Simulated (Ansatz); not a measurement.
## Tellurium (A15) across density functionals

All rows: Ansatz, plane waves with scalar-relativistic PAW, 420 eV (500 eV for the SCAN forms), relaxed under each functional, no dispersion correction, no zero-point motion. B₀ comes from uniform scaling at fixed shape; a dash is a value not given.

```
functional  V (Å³/atom)         cell     magnetic state  ΔE to trigonal tellurium (meV/atom)
       PBE        29.21  a = 6.160 Å  spin not included                                  471
    r²SCAN        29.36  a = 6.170 Å  spin not included                                  585
    PBEsol        27.60  a = 6.044 Å  spin not included                                  391
       LDA        27.18  a = 6.013 Å  spin not included                                  393
    revPBE        29.80  a = 6.201 Å  spin not included                                  512
      BLYP        33.05  a = 6.418 Å  spin not included                                  678
```

**Question.** What does RPBE give?

**Answer.** V (Å³/atom): 30.02; cell: a = 6.216 Å; magnetic state: spin not included; ΔE to trigonal tellurium (meV/atom): 554.
